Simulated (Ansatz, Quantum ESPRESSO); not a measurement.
# AlAs (F-43m): third-order response, part 2 of 3

Wanted: vibrational spectra of AlAs (F-43m) from linear and non-linear response.

Quantum ESPRESSO 8.0 development, patched; DFT LDA, scalar-relativistic, plane waves, PseudoDojo norm-conserving pseudopotentials.

So far. Step 2 (A probe with smearing): A gap of 1.3 eV opens on this mesh, so the crystal is taken as an insulator; the start stands at -1.5 GPa. Step 4 (Self-consistent run for the response): The cell stands at -0.12 GPa, close enough for phonons. The relaxed cell has a = 5.624 Å (conventional setting).

## 5. Linear response at Γ

At q = 0 one unit cell holds all displacements; symmetry groups them into irreducible representations that are solved one by one. The response to a field gives ε∞ and the Born charges, which polar modes need. Third-order response adds the Raman tensors.

The input, ph.in:

```
phonons
 &inputph
    prefix='x',
    outdir='./tmp',
    fildyn='g.dyn',
    tr2_ph=1.0d-18,
    epsil=.true.,
    lraman=.true.,
    elop=.true.,
 /
0.000000000000 0.000000000000 0.000000000000
```

The run is started by

```console
> OMP_NUM_THREADS=1 mpirun -n 4 ph.x -nk 4 -in ph.in > ph.out
```

Log:

```text
[banners, grids, parts of the stress and lines that vanish by symmetry left out]
[banner, memory and clock lines left out]
Program PHONON v.8.0dev

     Dynamical matrices for q-points given in input
     (   1q-points):
       N         xq(1)         xq(2)         xq(3)
       1   0.000000000   0.000000000   0.000000000

     ./tmp/x.save/

     IMPORTANT: XC functional enforced from input :
     Exchange-correlation= PW
                           (   1   4   0   0   0   0   0)
     Any further DFT definition will be discarded
     Please, verify this is what you really want

     G-vector sticks info

     Reading collected, re-writing distributed wavefunctions in ./tmp/

     Number and degeneracy of irreps per q-point
       N         xq(1)         xq(2)         xq(3)   N irreps
       1   0.000000000   0.000000000   0.000000000       2
        3   3

     Calculation of q =    0.0000000   0.0000000   0.0000000

     phonons

     bravais-lattice index     =            2
     lattice parameter (alat)  =      10.6280  a.u.
     unit-cell volume          =     300.1220 (a.u.)^3
     number of atoms/cell      =            2
     number of atomic types    =            2
     kinetic-energy cut-off    =      80.0000  Ry
     charge density cut-off    =     320.0000  Ry
     convergence threshold     =      1.0E-18
     beta                      =       0.7000
     number of iterations used =            4
     Exchange-correlation= PW
                           (   1   4   0   0   0   0   0)

     celldm(1)=   10.62803  celldm(2)=    0.00000  celldm(3)=    0.00000
     celldm(4)=    0.00000  celldm(5)=    0.00000  celldm(6)=    0.00000

     crystal axes: (cart. coord. in units of alat)
               a(1) = ( -0.5000  0.0000  0.5000 )
               a(2) = (  0.0000  0.5000  0.5000 )
               a(3) = ( -0.5000  0.5000  0.0000 )

     reciprocal axes: (cart. coord. in units 2 pi/alat)
               b(1) = ( -1.0000 -1.0000  1.0000 )
               b(2) = (  1.0000  1.0000  1.0000 )
               b(3) = ( -1.0000  1.0000 -1.0000 )

     Atoms inside the unit cell:

     Cartesian axes

     site n.  atom      mass           positions (alat units)
        1  Al     26.9815   tau(    1) = (    0.00000    0.00000    0.00000  )
        2  As     74.9216   tau(    2) = (   -0.25000    0.25000    0.25000  )

     Computing dynamical matrix for
                    q = (   0.0000000   0.0000000   0.0000000 )

     25 Sym.Ops. (with q -> -q+G )

     G cutoff =  915.5781  (  29003 G-vectors)     FFT grid: ( 45, 45, 45)
     number of k points=    72
                       cart. coord. in units 2pi/alat
        k(    1) = (   0.0000000   0.0000000   0.0000000), wk =   0.0011574
        k(    2) = (  -0.0833333   0.0833333  -0.0833333), wk =   0.0092593
        k(    3) = (  -0.1666667   0.1666667  -0.1666667), wk =   0.0092593
        [... further k-points left out ...]

     PseudoPot. # 1 for Al read from file:
     ./pseudo/Al.upf
     Pseudo is Norm-conserving + core correction, Zval =  3.0

     PseudoPot. # 2 for As read from file:
     ./pseudo/As.upf
     Pseudo is Norm-conserving + core correction, Zval = 15.0

     Mode symmetry, T_d (-43m)  point group:

     Electric field:
     Dielectric constant
     Born effective charges as d Force / d E
     Raman tensor
     Electro-optic tensor

     Atomic displacements:
     There are    2 irreducible representations

     Representation     1      3 modes -  To be done

     Representation     2      3 modes -  To be done

     Alpha used in Ewald sum =   2.8000

     Electric Fields Calculation

     The passes end when |ddv_scf|^2 is under  6.1E-20 (on this mesh; tr2_ph alone asks  1.0E-18)

      iter #   1   av.it.:   7.6
      thresh= 1.000E-02 alpha_mix =  0.700 |ddv_scf|^2 =  1.022E-07

      [... iterations left out ...]
      iter #   8   av.it.:  15.5
      thresh= 1.346E-10 alpha_mix =  0.700 |ddv_scf|^2 =  2.196E-20

     End of electric fields calculation

          Dielectric constant in cartesian axis

          (       9.449975075       0.000000000       0.000000000 )
          (       0.000000000       9.449975075       0.000000000 )
          (      -0.000000000      -0.000000000       9.449975075 )

          Effective charges (d Force / dE) in cartesian axis without acoustic sum rule applied (asr)

           atom    1  Al    Mean Z*:        2.13025
      Ex  (        2.13025        0.00000        0.00000 )
      Ey  (        0.00000        2.13025        0.00000 )
      Ez  (        0.00000        0.00000        2.13025 )
           atom    2  As    Mean Z*:       -2.13676
      Ex  (       -2.13676       -0.00000        0.00000 )
      Ey  (       -0.00000       -2.13676        0.00000 )
      Ez  (        0.00000        0.00000       -2.13676 )

          Effective charges Sum: Mean:       -0.00651
             -0.00651       -0.00000        0.00000
             -0.00000       -0.00651        0.00000
              0.00000        0.00000       -0.00651

          Effective charges (d Force / dE) in cartesian axis with asr applied:
           atom    1  Al    Mean Z*:        2.13350
      E*x (        2.13350        0.00000        0.00000 )
      E*y (        0.00000        2.13350       -0.00000 )
      E*z (        0.00000        0.00000        2.13350 )
           atom    2  As    Mean Z*:       -2.13350
      E*x (       -2.13350       -0.00000        0.00000 )
      E*y (       -0.00000       -2.13350        0.00000 )
      E*z (       -0.00000       -0.00000       -2.13350 )

     Calling punch_plot_e
     Writing on file  drho

     Computing Pc [DH,Drho] |psi>

     Derivative coefficient:  0.001000    Threshold: 1.00E-12
     Message from routine dhdrhopsi:
     some bands at k + dk did not converge to eth_ns: the Raman tensors may be inaccurate, compare with a run at another eth_ns or dek
     Non-scf  u_k: avg # of iterations = 13.7
     Non-scf Du_k: avg # of iterations = 33.7

          Dielectric constant from finite-differences

          (       9.450214609      -0.000000000       0.000000000 )
          (      -0.000000000       9.450214609       0.000000000 )
          (       0.000000000       0.000000000       9.450214609 )

              Electro-optic tensor is defined as
            the derivative of the dielectric tensor
              with respect to one electric field
                 units are Rydberg a.u.

            to obtain the static chi^2 multiply by 1/2

            to convert to pm/Volt multiply per 2.7502

          Electro-optic tensor in cartesian axis:

          (       0.000000000       0.000000000       0.000000000 )
          (       0.000000000       0.000000000     -52.821263231 )
          (       0.000000000     -52.821263231       0.000000000 )

          (       0.000000000       0.000000000     -52.821263231 )
          (      -0.000000000       0.000000000      -0.000000000 )
          (     -52.821263231      -0.000000000      -0.000000000 )

          (      -0.000000000     -52.821263231       0.000000000 )
          (     -52.821263231       0.000000000      -0.000000000 )
          (       0.000000000      -0.000000000       0.000000000 )

          Electro-optic tensor: contribution #   1

          (       0.000000000      -0.000000000      -0.000000000 )
          (      -0.000000000      -0.000000000     -52.628618872 )
          (      -0.000000000     -52.628618872      -0.000000000 )

          (      -0.000000000      -0.000000000     -52.628618872 )
          (      -0.000000000      -0.000000000       0.000000000 )
          (     -52.628618872       0.000000000      -0.000000000 )

          (       0.000000000     -52.628618872      -0.000000000 )
          (     -52.628618872      -0.000000000      -0.000000000 )
          (      -0.000000000       0.000000000       0.000000000 )

          Electro-optic tensor: contribution #   2

          (      -0.000000000      -0.000000000       0.000000000 )
          (       0.000000000      -0.000000000      -0.192644359 )
          (      -0.000000000      -0.192644359       0.000000000 )

          (      -0.000000000       0.000000000      -0.192644359 )
          (       0.000000000       0.000000000      -0.000000000 )
          (      -0.192644359      -0.000000000      -0.000000000 )

          (      -0.000000000      -0.192644359       0.000000000 )
          (      -0.192644359      -0.000000000       0.000000000 )
          (      -0.000000000       0.000000000       0.000000000 )

     Computing Second order response

      iter #   1   av.it.:  11.9
      thresh= 1.000E-02 alpha_mix =  0.700 |ddv_scf|^2 =  1.304E-06

      [... iterations left out ...]
      iter #  10   av.it.:  16.8
      thresh= 7.827E-11 alpha_mix =  0.700 |ddv_scf|^2 =  1.105E-20

          Raman tensor (au^-1) in cartesian axis

           atom      1
          (       0.000000000      -0.000000000       0.000000000 )
          (       0.000000000      -0.000000000       1.212247234 )
          (       0.000000000       1.212247234      -0.000000000 )

          (      -0.000000000      -0.000000000       1.212247234 )
          (      -0.000000000      -0.000000000       0.000000000 )
          (       1.212247234       0.000000000      -0.000000000 )

          (       0.000000000       1.212247234       0.000000000 )
          (       1.212247234       0.000000000      -0.000000000 )
          (       0.000000000       0.000000000      -0.000000000 )

           atom      2
          (       0.000000000       0.000000000      -0.000000000 )
          (       0.000000000       0.000000000      -1.212409456 )
          (      -0.000000000      -1.212409456      -0.000000000 )

          (      -0.000000000      -0.000000000      -1.212409456 )
          (       0.000000000       0.000000000      -0.000000000 )
          (      -1.212409456      -0.000000000      -0.000000000 )

          (       0.000000000      -1.212409456       0.000000000 )
          (      -1.212409456       0.000000000      -0.000000000 )
          (       0.000000000      -0.000000000      -0.000000000 )

     Raman tensor (A^2)

     atom #    1    pol.  1
      0.372800259834E-14     -0.154688904495E-16      0.757975632027E-15
      0.258330470507E-14     -0.109829122192E-14      0.810739575376E+01
      0.112922900282E-14      0.810739575376E+01     -0.184079796349E-14
     atom #    1    pol.  2
     -0.224298911518E-14     -0.221205133428E-14      0.810739575376E+01
     -0.221205133428E-14     -0.372800259834E-14      0.757975632027E-15
[...]
atom #    1    pol.  3
[...]
atom #    2    pol.  1
[...]
atom #    2    pol.  2
[...]
atom #    2    pol.  3
[...]
0.179439129214E-14     -0.309377808990E-15     -0.266064915732E-14

     Representation #   1 modes #   1   2   3

     Self-consistent Calculation

     The passes end when |ddv_scf|^2 is under  6.1E-20 (on this mesh; tr2_ph alone asks  1.0E-18)

      iter #   1   av.it.:  11.0
      thresh= 1.000E-02 alpha_mix =  0.700 |ddv_scf|^2 =  4.338E-06

      [... iterations left out ...]
      iter #   9   av.it.:  15.2
      thresh= 9.894E-11 alpha_mix =  0.700 |ddv_scf|^2 =  1.645E-20

     End of self-consistent calculation

     Convergence has been achieved

     Representation #   2 modes #   4   5   6

     Self-consistent Calculation

     The passes end when |ddv_scf|^2 is under  6.1E-20 (on this mesh; tr2_ph alone asks  1.0E-18)

      iter #   1   av.it.:   5.1
      thresh= 1.000E-02 alpha_mix =  0.700 |ddv_scf|^2 =  1.697E-09

      [... iterations left out ...]
      iter #   8   av.it.:  15.0
      thresh= 7.709E-11 alpha_mix =  0.700 |ddv_scf|^2 =  5.748E-21

     End of self-consistent calculation

     Convergence has been achieved

     Number of q in the star =    1
     List of q in the star:
          1   0.000000000   0.000000000   0.000000000

          Dielectric constant in cartesian axis

          (       9.449975075       0.000000000       0.000000000 )
          (       0.000000000       9.449975075       0.000000000 )
          (      -0.000000000      -0.000000000       9.449975075 )

          Effective charges (d Force / dE) in cartesian axis without acoustic sum rule applied (asr)

           atom    1  Al    Mean Z*:        2.13025
      Ex  (        2.13025        0.00000        0.00000 )
      Ey  (        0.00000        2.13025        0.00000 )
      Ez  (        0.00000        0.00000        2.13025 )
           atom    2  As    Mean Z*:       -2.13676
      Ex  (       -2.13676       -0.00000        0.00000 )
      Ey  (       -0.00000       -2.13676        0.00000 )
      Ez  (        0.00000        0.00000       -2.13676 )

          Effective charges Sum: Mean:       -0.00651
             -0.00651       -0.00000        0.00000
             -0.00000       -0.00651        0.00000
              0.00000        0.00000       -0.00651

          Effective charges (d Force / dE) in cartesian axis with asr applied:
           atom    1  Al    Mean Z*:        2.13350
      E*x (        2.13350        0.00000        0.00000 )
      E*y (        0.00000        2.13350       -0.00000 )
      E*z (        0.00000        0.00000        2.13350 )
           atom    2  As    Mean Z*:       -2.13350
      E*x (       -2.13350       -0.00000        0.00000 )
      E*y (       -0.00000       -2.13350        0.00000 )
      E*z (       -0.00000       -0.00000       -2.13350 )

     Diagonalizing the dynamical matrix

     q = (    0.000000000   0.000000000   0.000000000 )

 **************************************************************************
     freq (    1) =       0.070144 [THz] =       2.339742 [cm-1]
     freq (    2) =       0.070144 [THz] =       2.339742 [cm-1]
     freq (    3) =       0.070144 [THz] =       2.339742 [cm-1]
     freq (    4) =      10.759816 [THz] =     358.908831 [cm-1]
     freq (    5) =      10.759816 [THz] =     358.908831 [cm-1]
     freq (    6) =      10.759816 [THz] =     358.908831 [cm-1]
 **************************************************************************

     Mode symmetry, T_d (-43m)  point group:

     freq (   1-   3) =          2.3  [cm-1]   --> T_2  G_15 P_4   I+R
     freq (   4-   6) =        358.9  [cm-1]   --> T_2  G_15 P_4   I+R
```

Wall time 38 min (4 MPI ranks of Arm Neoverse N1, shared host); 2.5 h of CPU time.

Read from the output:

```yaml
miss_of_the_charge_sum_rule: 0.006510 e
largest_acoustic_frequency_at_the_zone_centre_before_the_sum_rule: 2.34 cm⁻¹
highest_optical_zone_centre_mode_no_lo_to_term: 358.9 cm⁻¹
lowest_optical_zone_centre_mode: 358.9 cm⁻¹
mean_high_frequency_dielectric_constant: 9.45
largest_born_charge_in_size_third_of_the_trace: 2.137 e
```

Born charge (rows field, columns displacement), before the sum rule (e), principal values of the symmetric part by kind of site:

```csv
atom,atoms with these values,low,middle,high,mean
Al1,1,2.13,2.13,2.13,2.13
As2,1,-2.14,-2.14,-2.14,-2.14
```

In full for Al1:

```
2.13 0.00 0.00
0.00 2.13 0.00
0.00 0.00 2.13
```

High-frequency dielectric tensor:

```
9.45 0.00 0.00
0.00 9.45 0.00
0.00 0.00 9.45
```

The acoustic modes at Γ come out as far as 2.3 cm⁻¹ from zero, where they should vanish, a small numerical error; the Born charges miss their sum rule by 0.0065 e, which is good.

## 6. Zone-centre analysis

A rigid shift of the crystal must cost nothing, but grids and finite bases break this; the acoustic sum rule is imposed before the matrix is diagonalised again. With Born charges the intensities follow, and the static dielectric tensor.

The input, dynmat.in:

```
 &input
    fildyn='g.dyn',
    asr='simple',
    fileig='dynmat.eig',
    lperm=.true.,
 /
```

The run is started by

```console
> dynmat.x -in dynmat.in > dynmat.out
```

Log:

```text
[banner, memory and clock lines left out]
Program DYNMAT v.8.0dev

     Reading Dynamical Matrix from file g.dyn
     ...Force constants read
     ...epsilon and Z* read
     ...Raman cross sections read
     A direction for q was not specified:TO-LO splitting will be absent

     Polarizability (A^3 units)
     multiply by 0.262009 for Clausius-Mossotti correction (not under assume_isolated = 'mt')
        29.905202    0.000000   -0.000000
         0.000000   29.905202   -0.000000
         0.000000    0.000000   29.905202

     IR activities are in (D/A)^2/amu units
     Raman activities are in A^4/amu units
     multiply Raman by 0.004713 for Clausius-Mossotti correction (not under assume_isolated = 'mt')

# mode   [cm-1]    [THz]      IR          Raman   depol.fact
    1     -0.00   -0.0000    0.0000         0.0000    0.7500
    2     -0.00   -0.0000    0.0000         0.0000    0.7500
    3      0.00    0.0000    0.0000         0.0000    0.7500
    4    358.91   10.7597    5.2938        69.5868    0.7500
    5    358.91   10.7597    5.2938        69.5868    0.7500
    6    358.91   10.7597    5.2938        69.5868    0.7500

Electronic dielectric permittivity tensor (relative, adimensional)
         9.449975    0.000000   -0.000000
         0.000000    9.449975   -0.000000
         0.000000    0.000000    9.449975

 ... with zone-center polar mode contributions
        11.420853    0.000000   -0.000000
         0.000000   11.420853    0.000000
        -0.000000    0.000000   11.420853
```

Run time: 0.49 s. Hardware: 1 thread.

Read from the output:

| Property | Result |
| --- | --- |
| mean static dielectric constant | 11.42 |

Unit eigenvectors of the mass-weighted matrix after the sum rule; no LO-TO term. Modes at Γ, with each element's share of the kinetic energy:

```csv
mode,frequency (cm⁻¹),symmetry,Al %,As %
1,0.0,acoustic,26,74
2,0.0,acoustic,26,74
3,0.0,acoustic,26,74
4,358.9,T2,74,26
5,358.9,T2,74,26
6,358.9,T2,74,26
```

Displacements in mode 4 (358.9 cm⁻¹), the largest set to 1:
```
Al1  0.00 -0.37  1.00
As2  0.00  0.13 -0.36
```

Degenerate modes summed, no LO-TO term. Infrared lines, with heights relative to the strongest:

```csv
position (cm⁻¹),lines merged,label,"IR intensity, relative"
359,3,T2,100
```

Degenerate modes summed. Lines of the Raman spectrum (strongest = 100):

```csv
position (cm⁻¹),lines merged,label,"Raman activity, relative"
359,3,T2,100
```

Static dielectric tensor (ions relaxed, fixed cell):

```
11.42  0.00  0.00
 0.00 11.42  0.00
 0.00  0.00 11.42
```

The rule moves no optical mode by more than 0.1 cm⁻¹.

## 7. Sum rules set otherwise (asr no)

Without the rule the raw error of the acoustic modes shows.

The input, dynmat.in:

```
 &input
    fildyn='g.dyn',
    asr='no',
    fileig='dynmat.eig',
    lperm=.true.,
 /
```

The run is started by

```console
> dynmat.x -in dynmat.in > dynmat.out
```

Log:

```text
[banner, memory and clock lines left out]
Program DYNMAT v.8.0dev

     Reading Dynamical Matrix from file g.dyn
     ...Force constants read
     ...epsilon and Z* read
     ...Raman cross sections read
     A direction for q was not specified:TO-LO splitting will be absent

     Polarizability (A^3 units)
     multiply by 0.262009 for Clausius-Mossotti correction (not under assume_isolated = 'mt')
        29.905202    0.000000   -0.000000
         0.000000   29.905202   -0.000000
         0.000000    0.000000   29.905202

     IR activities are in (D/A)^2/amu units
     Raman activities are in A^4/amu units
     multiply Raman by 0.004713 for Clausius-Mossotti correction (not under assume_isolated = 'mt')

# mode   [cm-1]    [THz]      IR          Raman   depol.fact
    1      2.34    0.0701    0.0000         0.0000    0.7500
    2      2.34    0.0701    0.0000         0.0000    0.7500
    3      2.34    0.0701    0.0000         0.0000    0.7500
    4    358.91   10.7598    5.2862        69.5868    0.7500
    5    358.91   10.7598    5.2862        69.5868    0.7500
    6    358.91   10.7598    5.2862        69.5868    0.7500

Electronic dielectric permittivity tensor (relative, adimensional)
         9.449975    0.000000   -0.000000
         0.000000    9.449975   -0.000000
         0.000000    0.000000    9.449975

 ... with zone-center polar mode contributions
        11.417993    0.000000    0.000000
         0.000000   11.417993   -0.000000
         0.000000   -0.000000   11.417993
```

It took 0.47 s on 1 thread.

Zone-centre frequencies as printed; negative means imaginary. Modes:

```csv
mode,frequency (cm⁻¹)
1,2.34
2,2.34
3,2.34
4,358.9
5,358.9
6,358.9
```

Against the first rule no mode moves by more than 2.4 cm⁻¹.

[end of part 2 of 3]

[Host names and launcher messages were left out of these logs when they were recorded.]

[Logs are printed without paths, hosts, clocks, repeated set-up lines and the standing remarks that a program may print on its own settings, such as how far it seeks lower states.]

[Hosts, paths, dates, database ids (printed as entryN), source tags and the programs' standing remarks are cut or masked in the printed files.]
